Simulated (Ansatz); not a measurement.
**GaN under changes of volume**

One of the cells (9.735 Å³/atom); the others are scaled copies at fixed shape and fractional positions:

```
CELL_PARAMETERS angstrom
0.00000 2.13524 2.13524
2.13524 0.00000 2.13524
2.13524 2.13524 0.00000
ATOMIC_POSITIONS crystal
Ga 0.00000 0.00000 0.00000
N 0.50000 0.50000 0.50000
```

Measurements of this composition are mostly on another form, of space group No. 186.

```yaml
Program: Ansatz 0.2.0
Functional: LDA
Potentials_or_basis: all-electron LAPW, scalar-relativistic
Cutoff: 347 eV (chosen from the basis error)
Basis_error_allowed: 0.001 eV/atom
k_mesh: 11 × 11 × 11
Occupations: fermi-dirac, width 0.05 eV
Spin: no spin polarisation
```

```tsv
volume (Å³/atom)	energy over the lowest point (meV/atom)	pressure (GPa)	gap on the mesh (eV)
9.151	0.00	-0.2	0.72
9.346	3.30	-5.2	0.59
9.540	12.32	-9.6	0.46
9.735	26.41	-13.5	0.34
9.930	45.00	-16.9	0.22
10.124	?	?	?
10.319	93.30	-22.4	none
```

Question: What does the run at 10.124 Å³/atom give?

Answer: Energy over the lowest point 67.49 meV/atom; pressure -19.8 GPa; gap on the mesh 0.11 eV.

Worked out: A Birch-Murnaghan fit of order 3 (a polynomial in V^(-2/3)) to the other rows has its minimum at 9.15 Å³/atom, just outside them, with B0 = V·E''(V) = 253 GPa and B' = 5.0. It gives 67.37 meV/atom at 10.124 Å³/atom, against the run's 67.49, and -dE/dV = -19.9 GPa, against -19.8.

Energies are extrapolated to zero smearing.

Caveats: an odd mesh through Γ misses points on the zone boundary, where band edges often lie (some runs). Spin-orbit coupling on Ga is left out.

A gap of «none» marks a metal or a gap under the smearing width.
